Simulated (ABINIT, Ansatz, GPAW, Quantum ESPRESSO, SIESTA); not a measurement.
Al2O3: band gap by level of theory

**What was measured.** The band gap of Al2O3 (Corundum) (R-3c) is reported as 8.7 eV (pmc:5906618, doi:10.1038/s41467-018-03885-7). The runs below try to reproduce it.

```
Al O
1.0
     2.38025    1.37424    4.33187
    -2.38025    1.37424    4.33187
     0.00000   -2.74848    4.33187
Al O
4 6
Direct
  0.85216 0.85216 0.85216
  0.64784 0.64784 0.64784
  0.14784 0.14784 0.14784
  0.35216 0.35216 0.35216
  0.05668 0.75000 0.44332
  0.75000 0.44332 0.05668
  0.44332 0.05668 0.75000
  0.94332 0.25000 0.55668
  0.25000 0.55668 0.94332
  0.55668 0.94332 0.25000
```

| rung | level | program and potentials | cutoff (eV) | k mesh | task | core time | chip | band gap (eV) | miss (eV) | notes |
| --- | --- | --- | --- | --- | --- | --- | --- | --- | --- | --- |
| GGA | PBE | SIESTA, files PseudoDojo sr-pbe-0.4.1-standard, SZP (energy shift 0.05 Ry) | - | 7 × 7 × 7 | band structure | 41 s | Arm Neoverse V2 | 6.49 | -2.21 | atomic basis; 4.8 valence electrons an atom on average |
| LDA | LDA | ABINIT, JTH PAW LDA v2.0 | 626 | 4 × 4 × 4 | single point | 83 s | Arm Neoverse N1 | 6.14 | -2.56 | 4.8 valence electrons an atom on average |
| meta-GGA | r2SCAN | Ansatz, Ansatz PAW | 500 | 7 × 7 × 7 | band structure | 83 s | Intel Xeon Skylake/Cascade Lake | 7.11 | -1.59 | potentials made for PBE, which Ansatz adapts in part; 4.8 valence electrons an atom on average |
| model potential | GLLB-SC | GPAW, the program's PAW data sets (release 1.2.1) made for this functional | 600 | 6 × 6 × 6 | single point | 2.1 min | Intel Xeon Platinum 8488C Sapphire Rapids | 7.21 | -1.49 | 4.8 valence electrons an atom on average |
| GGA | PBE | Ansatz, all-electron LAPW, scalar-relativistic | - | 7 × 7 × 7 | projected density of states | 2.6 min | Intel Xeon Skylake/Cascade Lake | 6.22 | -2.48 | - |
| GGA | PBE | Quantum ESPRESSO, SG15 PBE 1.2 | 1020 | 7 × 7 × 7 | band structure | 15 min | Arm Neoverse V1 | 6.25 | -2.45 | 8 valence electrons an atom on average |

Times are single runs on shared hosts and different chips, so they are rough; meshes, cutoffs and the tasks' sizes weigh on the time. All rows: no spin polarisation. Gaps are the least found on the k mesh or the band path, and a mesh can miss the band edges. The cell comes from a database and isn't always the measured one. Meshes differ between rows, which moves values too. All levels ran on this one cell, unrelaxed unless noted. Meshes are those of the run's cell of 10 atoms unless a note names another. Misses use the values as printed. Runs on faulty files, with rough fits or with known faults for this quantity aren't shown. No row holds spin-orbit coupling.

By rung: LDA 6.14; GGA 6.22 to 6.25; meta-GGA 7.11; model potential 7.21; GGA in atomic bases 6.49 (eV). Measured: 8.7 eV (pmc:5906618, doi:10.1038/s41467-018-03885-7). Closest, coarse meshes and atomic bases left aside, is GLLB-SC (-1.49 eV), and PBE misses by -2.48 eV on plain settings. LDA and GGA gaps fall short mostly because these functionals lack the derivative discontinuity; the runs are for a static lattice, while measurements hold temperature and zero-point motion.

Every level places corundum among the wide-gap insulators, yet all underestimate the measured gap. The width reflects strongly polar Al–O bonding: the valence-band top is mainly O 2p, while the conduction-band bottom is a dispersive state of Al 3s and O s character. The near agreement of the all-electron and plane-wave PBE gaps, 6.22 and 6.25 eV, suggests that the shortfall lies in the functional rather than in the pseudopotentials. LDA lies too close to these values for a meaningful ranking.

The larger r2SCAN gap is consistent with its dependence on the kinetic-energy density, which makes the potential orbital-dependent and typically widens the separation between occupied and empty states. GLLB-SC instead models the exchange response explicitly, so its similar gap has a different origin. The 6.49 eV from the small atomic basis is probably no real improvement, since such a basis describes the delocalised conduction state poorly and tends to push it upwards. If the measured value is an optical onset, exciton binding would make the true shortfall in the fundamental gap somewhat larger.
